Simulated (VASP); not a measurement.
# ZnS (P6_3mc) in VASP: notebook

ZnS is run at these levels: LDA; tasks: single point.

Program: VASP 6.6.1. These are calculated values, not measurements. Logs are shortened: lines on timing, memory, paths and dates and some standing lists are left out, and cuts for length are marked.

**The experiment to reproduce.**

From a printed reference work, monograph, for a bulk crystal of ZnS at 4 K: band gap 3.911 eV (direct).

The results are compared with them further down.

### Step 1. The cell of the first run

Symmetry: P6_3mc, No. 186, hexagonal system. Conventional cell: a = 3.738 Å, b = 3.738 Å, c = 6.143 Å, α = 90.00°, β = 90.00°, γ = 120.00°. Zn (site symmetry 3m) has 4 S at 2.29 to 2.30 Å within 3.0 Å. S (site symmetry 3m) has 4 Zn at 2.29 to 2.30 Å within 3.0 Å.

### Step 2. Single point, LDA

The input, INCAR:

```
  PREC = Accurate
  ENCUT = 520
  EDIFF = 1E-6
  ISMEAR = 0
  SIGMA = 0.01
  LREAL = F
  LASPH = T
  NELM = 100
  ALGO = Normal
  ISIF = 2
  LWAVE = F
  LCHARG = F
  NBANDS = 26
```

The input, KPOINTS:

```
regular mesh
0
Gamma
  6 6 4
```

The input, POSCAR:

```
ZnS
1.0
    3.7382324459      0.0000000000      0.0000000000
   -1.8691162230      3.2374042634      0.0000000000
    0.0000000000      0.0000000000      6.1429977760
Zn S
2 2
Direct
    0.3333333333      0.6666666667      0.0055913282
    0.6666666667      0.3333333333      0.5055913282
    0.3333333333      0.6666666667      0.3794086718
    0.6666666667      0.3333333333      0.8794086718
```

Potentials or basis: VASP PAW LDA potentials, release 64 (Zn, S).

The run is started by

```sh
$ cat potpaw_LDA.64/Zn/POTCAR potpaw_LDA.64/S/POTCAR > POTCAR
$ mpirun -np 1 vasp_std > vasp.out
```

OUTCAR:

```text
PREC = Accurate
   ENCUT = 520
   EDIFF = 1E-6
   ISMEAR = 0
   LREAL = F
   LASPH = T
   NELM = 100
   ISIF = 2

 ion  position               nearest neighbor table
   1  0.333  0.667  0.006-   4 2.29   4 2.29   4 2.29   3 2.30
   2  0.667  0.333  0.506-   3 2.29   3 2.29   3 2.29   4 2.30
   3  0.333  0.667  0.379-   2 2.29   2 2.29   2 2.29   1 2.30
   4  0.667  0.333  0.879-   1 2.29   1 2.29   1 2.29   2 2.30

  LATTYP: Found a hexagonal cell.
 ALAT       =     3.7382324459
 C/A-ratio  =     1.6432894061

  Lattice vectors:

 A1 = (   3.7382324459,   0.0000000000,   0.0000000000)
 A2 = (  -1.8691162230,   3.2374042634,   0.0000000000)
 A3 = (   0.0000000000,   0.0000000000,   6.1429977760)

Analysis of symmetry for initial positions (statically):
=====================================================================
 Subroutine PRICEL returns:
 Original cell was already a primitive cell.

 Routine SETGRP: Setting up the symmetry group for a
 hexagonal supercell.

 Subroutine GETGRP returns: Found 12 space group operations
 (whereof  6 operations were pure point group operations)
 out of a pool of 24 trial point group operations.

The static configuration has the point symmetry C_3v.
 The point group associated with its full space group is C_6v.

Analysis of symmetry for dynamics (positions and initial velocities):
=====================================================================
 Subroutine PRICEL returns:
 Original cell was already a primitive cell.

 Routine SETGRP: Setting up the symmetry group for a
 hexagonal supercell.

 Subroutine GETGRP returns: Found 12 space group operations
 (whereof  6 operations were pure point group operations)
 out of a pool of 24 trial point group operations.

The dynamic configuration has the point symmetry C_3v.
 The point group associated with its full space group is C_6v.

 Subroutine INISYM returns: Found 12 space group operations
 (whereof  6 operations are pure point group operations),
 and found     1 'primitive' translations

----------------------------------------------------------------------------------------

                                     Primitive cell

  volume of cell :      74.3436

  direct lattice vectors                    reciprocal lattice vectors
     3.738232446  0.000000000  0.000000000     0.267506105  0.154444722  0.000000000
    -1.869116223  3.237404263  0.000000000     0.000000000  0.308889443  0.000000000
     0.000000000  0.000000000  6.142997776     0.000000000  0.000000000  0.162786971

  length of vectors
     3.738232446  3.738232446  6.142997776     0.308889443  0.308889443  0.162786971

  position of ions in fractional coordinates (direct lattice)
     0.333333333  0.666666667  0.005591328
     0.666666667  0.333333333  0.505591328
     0.333333333  0.666666667  0.379408672
     0.666666667  0.333333333  0.879408672

  ion indices of the primitive-cell ions
   primitive index   ion index
                 1           1
                 2           2
                 3           3
                 4           4

----------------------------------------------------------------------------------------

 KPOINTS: regular mesh

Automatic generation of k-mesh.
 Grid dimensions read from file:
 generate k-points for:    6    6    4

 Generating k-lattice:

  Cartesian coordinates                     Fractional coordinates (reciprocal lattice)
     0.044584351  0.025740787  0.000000000     0.166666667  0.000000000  0.000000000
     0.000000000  0.051481574  0.000000000     0.000000000  0.166666667  0.000000000
     0.000000000  0.000000000  0.040696743     0.000000000  0.000000000  0.250000000

  Length of vectors
     0.051481574  0.051481574  0.040696743

  Shift w.r.t. Gamma in fractional coordinates (k-lattice)
     0.000000000  0.000000000  0.000000000

 Subroutine IBZKPT returns following result:
 ===========================================

 Found     21 irreducible k-points:

 Following reciprocal coordinates:
            Coordinates               Weight
  0.000000  0.000000  0.000000      1.000000
  0.166667  0.000000  0.000000      6.000000
  0.333333  0.000000  0.000000      6.000000
  0.500000  0.000000  0.000000      3.000000
  0.166667  0.166667  0.000000      6.000000
  0.333333  0.166667  0.000000     12.000000
[... 13 lines left out ...]
  0.333333  0.166667  0.500000     12.000000
  0.333333  0.333333  0.500000      2.000000
   k-points           NKPTS =     21   k-points in BZ     NKDIM =     21   number of bands    NBANDS=     26
   number of dos      NEDOS =    301   number of ions     NIONS =      4
   total plane-waves  NPLWV =  37632
   dimension x,y,z NGX =    28 NGY =   28 NGZ =   48
   dimension x,y,z NGXF=    56 NGYF=   56 NGZF=   96
   ions per type =               2   2
   NGX,Y,Z   is equivalent  to a cutoff of  12.45, 12.45, 12.99 a.u.
   NGXF,Y,Z  is equivalent  to a cutoff of  24.90, 24.90, 25.98 a.u.
 SYSTEM =  unknown system
   PREC   = accura    normal or accurate (medium, high low for compatibility)
   ISTART =      0    job   : 0-new  1-cont  2-samecut
   ICHARG =      2    charge: 1-file 2-atom 10-const
   ISPIN  =      1    spin polarized calculation?
   LNONCOLLINEAR =      F non collinear calculations
   LSORBIT =      F    spin-orbit coupling
   LASPH  =      T    aspherical Exc in radial PAW
   ENCUT  =  520.0 eV  38.22 Ry    6.18 a.u.   6.95  6.95 11.42*2*pi/ulx,y,z
   NELM   =    100;   NELMIN=  2; NELMDL= -5     # of ELM steps
   EDIFF  = 0.1E-05   stopping-criterion for ELM
   LREAL  =      F    real-space projection
   EDIFFG = 0.1E-04   stopping-criterion for IOM
   NSW    =      0    number of steps for IOM
   IBRION =     -1    ionic relax: 0-MD 1-quasi-New 2-CG
   NFREE  =      0    steps in history (QN), initial steepest desc. (CG)
   ISIF   =      2    stress and relaxation
   ISYM   =      2    0-nonsym 1-usesym 2-fastsym
   POTIM  = 0.5000    time-step for ionic-motion
   TEBEG  =    0.0;   TEEND  =   0.0 temperature during run
   PSTRESS=    0.0 pullay stress
   NELECT =      36.0000    total number of electrons
   NUPDOWN=      -1.0000    fix difference up-down
   EMIN   =  10.00;   EMAX   =-10.00  energy-range for DOS
   EFERMI =   0.00;   METHOD = LEGACY
   ISMEAR =     0;   SIGMA  =   0.01  broadening in eV -4-tet -1-fermi 0-gaus
   EFERMI_NEDOS =   21; number of points for ismear=-14 and -15
   IALGO  =     38    algorithm
   IMIX   =      4    mixing-type and parameters
     AMIX     =   0.40;   BMIX     =  1.00
     AMIX_MAG =   1.60;   BMIX_MAG =  1.00
  volume/ion in A,a.u.               =      18.59       125.42
  Fermi-wavevector in a.u.,A,eV,Ry     =   1.285566  2.429368 22.486085  1.652681
  Thomas-Fermi vector in A             =   2.417693
   LORBIT       =      0    0 simple, 1 ext, 2 COOP (PROOUT), +10 PAW based schemes
   GGA     = CA    functional components
   LHFCALC =     F    Hartree Fock is set to
   AEXX    =    0.0000 exact exchange contribution
   IVDW    =     0    specifies the selected vdW correction
   LEPSILON=     F    determine dielectric tensor
   LRPA    =     F    only Hartree local field effects (RPA)
 non-spin polarized calculation
 Gauss-broadening in eV      SIGMA  =   0.01
  energy-cutoff  :      520.00
  volume of cell :       74.34
 maximum number of plane-waves:      2020
 NGX is ok and might be reduce to    28
   NGX = 13   NGY = 13   NGZ = 23

 number of electron      36.0000015 magnetization

 Free energy of the ion-electron system (eV)
  ---------------------------------------------------
  ext. energy  EPLUGINS =         0.00000000
  ---------------------------------------------------
  free energy    TOTEN  =       -16.39874702 eV

  energy without entropy =      -16.39874702  energy(sigma->0) =      -16.39874702

 E-fermi :   2.6224     XC(G=0): -10.3084

 val. band max:        2.5331480244   @ k =   0.0000   0.0000   0.0000
 cond. band min:       4.7582058952   @ k =   0.0000   0.0000   0.0000
 fundamental gap:      2.2250578708
 Fermi energy:         2.6224425484

 k-point     1 :       0.0000    0.0000    0.0000
  band No.  band energies     occupation
      1     -11.0422      2.00000
      2      -9.9748      2.00000
      3      -4.2367      2.00000
      4      -4.2163      2.00000
      5      -4.2163      2.00000
      6      -4.1271      2.00000
[... 18 lines left out ...]
     25      10.1351      0.00000
     26      11.7982      0.00000

 k-point     2 :       0.1667    0.0000    0.0000
  band No.  band energies     occupation
      1     -10.8363      2.00000
      2      -9.8612      2.00000
      3      -4.2386      2.00000
      4      -4.1954      2.00000
      5      -4.1788      2.00000
      6      -4.1043      2.00000
[... 18 lines left out ...]
     25      10.6605      0.00000
     26      10.9993      0.00000

 k-point     3 :       0.3333    0.0000    0.0000
  band No.  band energies     occupation
      1     -10.3366      2.00000
      2      -9.6563      2.00000
      3      -4.2416      2.00000
      4      -4.1374      2.00000
      5      -4.1225      2.00000
      6      -3.9699      2.00000
[... 18 lines left out ...]
     25      11.1415      0.00000
     26      12.3169      0.00000

 k-point     4 :       0.5000    0.0000    0.0000
  band No.  band energies     occupation
      1      -9.9855      2.00000
      2      -9.6142      2.00000
      3      -4.2224      2.00000
      4      -4.1059      2.00000
      5      -4.0009      2.00000
      6      -3.9628      2.00000
[... 18 lines left out ...]
     25      11.5456      0.00000
     26      14.0344      0.00000

 k-point     5 :       0.1667    0.1667    0.0000
  band No.  band energies     occupation
      1     -10.4792      2.00000
      2      -9.7011      2.00000
      3      -4.2032      2.00000
      4      -4.1705      2.00000
      5      -4.1341      2.00000
      6      -4.0505      2.00000
[... 18 lines left out ...]
     25      10.9738      0.00000
     26      11.4656      0.00000

 k-point     6 :       0.3333    0.1667    0.0000
  band No.  band energies     occupation
      1     -10.0037      2.00000
      2      -9.6053      2.00000
      3      -4.1990      2.00000
      4      -4.0922      2.00000
      5      -3.9997      2.00000
      6      -3.9218      2.00000
[... 340 lines left out ...]
 k-point    18 :       0.5000    0.0000    0.5000
  band No.  band energies     occupation
      1      -9.7877      2.00000
      2      -9.7877      2.00000
      3      -4.2476      2.00000
      4      -4.2476      2.00000
      5      -3.9985      2.00000
      6      -3.9985      2.00000
[... 18 lines left out ...]
     25      11.7594      0.00000
     26      11.7594      0.00000

 k-point    19 :       0.1667    0.1667    0.5000
  band No.  band energies     occupation
      1     -10.1082      2.00000
      2     -10.1082      2.00000
      3      -4.2334      2.00000
      4      -4.2334      2.00000
      5      -4.0890      2.00000
      6      -4.0890      2.00000
[... 18 lines left out ...]
     25      10.8386      0.00000
     26      10.8386      0.00000

 k-point    20 :       0.3333    0.1667    0.5000
  band No.  band energies     occupation
      1      -9.7939      2.00000
      2      -9.7939      2.00000
      3      -4.1879      2.00000
      4      -4.1879      2.00000
      5      -4.0154      2.00000
      6      -4.0154      2.00000
[... 18 lines left out ...]
     25      11.6310      0.00000
     26      11.6310      0.00000

 k-point    21 :       0.3333    0.3333    0.5000
  band No.  band energies     occupation
      1      -9.6859      2.00000
      2      -9.6859      2.00000
      3      -4.0998      2.00000
      4      -4.0998      2.00000
      5      -4.0517      2.00000
      6      -4.0517      2.00000
[... 18 lines left out ...]
     25      12.1523      0.00000
     26      12.1523      0.00000

------------------------ aborting loop because EDIFF is reached ----------------------------------------

  FORCE on cell =-STRESS in cart. coord.  units (eV):
  Direction    XX          YY          ZZ          XY          YZ          ZX
  --------------------------------------------------------------------------------------
  -------------------------------------------------------------------------------------
  Total        0.1229961      0.1229961      0.1042385     -0.0000000      0.0000000      0.0000000
  in kB        2.6506856      2.6506856      2.2464406     -0.0000000      0.0000000      0.0000000
  external PRESSURE =       2.5159373 kB  Pullay stress =       0.0000000 kB

 VOLUME and BASIS-vectors are now :
 -----------------------------------------------------------------------------
  energy-cutoff  :      520.00
  volume of cell :       74.34
      direct lattice vectors                 reciprocal lattice vectors
     3.738232446  0.000000000  0.000000000     0.267506105  0.154444722  0.000000000
    -1.869116223  3.237404263  0.000000000     0.000000000  0.308889443  0.000000000
     0.000000000  0.000000000  6.142997776     0.000000000  0.000000000  0.162786971

 POSITION                                       TOTAL-FORCE (eV/Angst)
 -----------------------------------------------------------------------------------
     -0.00000      2.15827      0.03435         0.000000     -0.000000      0.001848
      1.86912      1.07913      3.10585        -0.000000     -0.000000      0.001848
     -0.00000      2.15827      2.33071        -0.000000     -0.000000     -0.001848
      1.86912      1.07913      5.40221         0.000000      0.000000     -0.001848
 -----------------------------------------------------------------------------------
    total drift:                               -0.000001     -0.000001     -0.000694

  FREE ENERGIE OF THE ION-ELECTRON SYSTEM (eV)
  ---------------------------------------------------
  free  energy   TOTEN  =       -16.3987470185 eV

  energy  without entropy=      -16.3987470185  energy(sigma->0) =      -16.39874702
```

It took 16 s on 1 thread of Intel Xeon 6975P-C (Granite Rapids), shared host; peak memory 0.17 GiB.

Results:

- Free energy: -16.3987 eV
- Pressure: 0.3 GPa
- Band gap on the k mesh: 2.23 eV

Levels at points of the mesh, in eV from the valence-band top:
```csv
k point,band 14,band 15,band 16,band 17,band 18,band 19,band 20,band 21,band 22,band 23
"(0.00, 0.00, 0.00)",-0.99,-0.99,-0.10,0.00,0.00,2.23,3.02,6.12,6.12,6.37
"(0.50, 0.00, 0.00)",-4.43,-3.61,-2.47,-1.91,-0.98,3.42,4.22,4.88,6.74,7.46
"(0.00, 0.00, 0.50)",-3.09,-0.52,-0.52,-0.52,-0.52,3.53,3.53,6.61,6.61,6.61
"(0.50, 0.00, 0.50)",-5.25,-1.81,-1.81,-1.79,-1.79,3.34,3.34,5.03,5.03,8.77
```

### Step 3. Single point, LDA (z stretched by -0.5 %, x and y held)

The input, INCAR:

```
PREC = Accurate
ENCUT = 520
EDIFF = 1E-6
ISMEAR = 0
SIGMA = 0.01
LREAL = False
LASPH = True
NELM = 60
ALGO = Normal
ISIF = 2
LWAVE = False
LCHARG = False
NBANDS = 26
```

KPOINTS is that of step 2.

The input, POSCAR:

```
ZnS
1.0
    3.7382324459      0.0000000000      0.0000000000
   -1.8691162230      3.2374042634      0.0000000000
    0.0000000000      0.0000000000      6.1122827871
Zn S
2 2
Direct
    0.3333333333      0.6666666667      0.0051437408
    0.6666666667      0.3333333333      0.5051437408
    0.3333333333      0.6666666667      0.3798562592
    0.6666666667      0.3333333333      0.8798562592
```

Potentials or basis: VASP PAW LDA potentials, release 64 (Zn, S).

The run is started by

```sh
$ cat potpaw_LDA.64/Zn/POTCAR potpaw_LDA.64/S/POTCAR > POTCAR
$ mpirun -np 1 vasp_std > vasp.out
```

Run time: 15 s. Hardware: 1 thread of Intel Xeon 6975P-C (Granite Rapids), shared host; peak memory 0.17 GiB.

Results (log left out):

| Property | Result |
| --- | --- |
| Free energy | -16.3971 eV |
| Pressure | 0.7 GPa |
| Band gap on the k mesh | 2.26 eV |

Stress tensor (GPa, compression positive):
```
0.53 0.00 0.00
0.00 0.53 0.00
0.00 0.00 1.07
```

Levels at points of the mesh, in eV from the valence-band top:
```tsv
k point	band 15	band 16	band 17	band 18	band 19	band 20	band 21	band 22
(0.00, 0.00, 0.00)	-1.01	-0.08	0.00	0.00	2.26	2.99	6.10	6.10
(0.50, 0.00, 0.00)	-3.62	-2.50	-1.91	-0.99	3.39	4.25	4.91	6.74
(0.00, 0.00, 0.50)	-0.53	-0.53	-0.53	-0.53	3.52	3.52	6.59	6.59
(0.50, 0.00, 0.50)	-1.81	-1.81	-1.80	-1.80	3.36	3.36	5.03	5.03
```

Caveat: the cell differs from its parent crystal (z stretched by -0.5 %, x and y held).

### Step 4. Single point, LDA

This run uses another cell than the first one, of 18.87 Å³/atom.

The input, INCAR:

```
SYSTEM = ZnS
ALGO = Normal
EDIFF = 1E-6
ENCUT = 520
ISIF = 2
ISMEAR = 0
LASPH = .True.
LCHARG = .False.
LREAL = .False.
LWAVE = .False.
NBANDS = 26
NELM = 80
PREC = Accurate
SIGMA = 0.01
```

The input, KPOINTS:

```
k-points
0
Gamma
  6 6 4
  0 0 0
```

The input, POSCAR:

```
ZnS
1.0
    3.7569236081      0.0000000000      0.0000000000
   -1.8784618041      3.2535912847      0.0000000000
    0.0000000000      0.0000000000      6.1737127649
Zn S
2 2
Direct
    0.3333333333      0.6666666667      0.0055811268
    0.6666666667      0.3333333333      0.5055811268
    0.3333333333      0.6666666667      0.3794188732
    0.6666666667      0.3333333333      0.8794188732
```

The run is started by

```sh
$ cat potpaw_LDA.64/Zn/POTCAR potpaw_LDA.64/S/POTCAR > POTCAR
$ mpirun -np 1 vasp_std > vasp.out
```

Wall time 15 s (1 thread of Intel Xeon 6975P-C (Granite Rapids), shared host); peak memory 0.17 GiB.

The run converged. Its results:

```
Free energy            : -16.3964 eV
Pressure               : -1.0 GPa
Band gap on the k mesh : 2.15 eV
```

Stress tensor (GPa, compression positive):
```
-0.99  0.00  0.00
 0.00 -0.99  0.00
 0.00  0.00 -1.07
```

Levels at points of the mesh, in eV from the valence-band top:
```tsv
k point	band 16	band 17	band 18	band 19	band 20	band 21
(0.00, 0.00, 0.00)	-0.10	0.00	0.00	2.15	2.99	6.14
(0.50, 0.00, 0.00)	-2.41	-1.87	-0.96	3.44	4.18	4.89
(0.00, 0.00, 0.50)	-0.51	-0.51	-0.51	3.48	3.48	6.62
(0.50, 0.00, 0.50)	-1.77	-1.74	-1.74	3.34	3.34	5.04
```

### Step 5. The runs side by side

| cell | gap on the mesh (eV) | pressure (GPa) |
| --- | --- | --- |
| a = 3.738, b = 3.738, c = 6.143 Å, angles 90.0, 90.0, 120.0°, 4 atoms | 2.23 | 0.3 |
| a = 3.738, b = 3.738, c = 6.112 Å, angles 90.0, 90.0, 120.0°, 4 atoms | 2.26 | 0.7 |
| a = 3.757, b = 3.757, c = 6.174 Å, angles 90.0, 90.0, 120.0°, 4 atoms | 2.15 | -1.0 |

Alike in all rows: task single point; level LDA; potentials or basis VASP PAW LDA potentials, release 64 (Zn, S); no spin polarisation; k mesh 6 × 6 × 4; cutoff (eV) 520; smearing gaussian 0.01 eV.

Absolute energies hang on the potentials; compare differences alone.

### Step 6. Comparison with measurements

Step 2. Measured gap of ZnS: 3.911 eV (direct; 4 K; a printed reference work, monograph). This calculation gives 2.23 eV (-1.69 eV). The value is that of LDA, without temperature or zero-point motion. Semilocal functionals fall short of measured gaps as a rule.
